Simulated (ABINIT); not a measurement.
Runs of ABINIT 10.8.3 (patched build) on ZnS. Symmetry: F-43m, No. 216, cubic system. The conventional cell has a = 5.404 Å, b = 5.404 Å, c = 5.404 Å, α = 90.00°, β = 90.00°, γ = 90.00°. Zn (site symmetry -43m) is surrounded by 4 S at 2.34 Å. S (site symmetry -43m) is surrounded by 4 Zn at 2.34 Å. 

```csv
task,level,potentials or basis,spin,k mesh,cutoff (eV),smearing,fine-grid cutoff,bands in the sums,broadening (eV),scissor shift (eV),tensor components,mesh quality,gap on the mesh (eV),pressure (GPa)
single point,LDA,JTH PAW LDA v2.0,off,7 × 7 × 7,408,fermi-dirac 0.05 eV,816.342 eV,-,-,-,-,not flagged,1.84,-
single point,PBEsol,PseudoDojo NC SR PBEsol v0.4.1 standard,off,7 × 7 × 7,1034,fermi-dirac 0.05 eV,-,-,-,-,-,not flagged,1.98,(a)
single point,LDA,PseudoDojo NC SR LDA v0.4.1 standard,off,7 × 7 × 7,816,fermi-dirac 0.05 eV,-,-,-,-,-,not flagged,1.85,-
one-shot levels of the hybrid HSE06,LDA,PseudoDojo NC SR LDA v0.4.1 standard,off,6 × 6 × 6,816,fixed,-,21,-,-,-,not flagged,1.85,-
one-shot levels of the hybrid B3LYP,PBE,PseudoDojo NC SR PBE v0.4.1 standard,off,6 × 6 × 6,1034,fixed,-,21,-,-,-,not flagged,2.11,-
single point,PBE,PseudoDojo NC SR PBE v0.4.1 standard,off,7 × 7 × 7,1034,fermi-dirac 0.05 eV,-,-,-,-,-,not flagged,2.11,-
positron lifetime,LDA,JTH PAW LDA v2.0,off,6 × 6 × 6,408,fermi-dirac 0.05 eV,816.342 eV,-,-,-,-,not flagged,(b),-
single point,PBE,PseudoDojo NC FR PBE v0.4 standard,"SOC, no magnetisation",7 × 7 × 7,1034,fermi-dirac 0.05 eV,-,-,-,-,-,not flagged,2.09,1.2
one-shot levels of the hybrid HSE06,PBEsol,PseudoDojo NC SR PBEsol v0.4.1 standard,off,5 × 5 × 5,1034,fixed,-,21,-,-,-,not flagged,1.97,-
```

Alike in all rows: cell as given.

Task: Fill in the values left out.

Result: (a) -2.4; (b) 1.83.

Caveats: an odd mesh through Γ misses points on the zone boundary, where band edges often lie (some runs); Libxc's HSE differs a little from that of other programs (some runs); this build's HSE levels may be imprecise (some runs); the PAW basis is incomplete for the positron (some runs).

Not every run made on this cell is shown here.
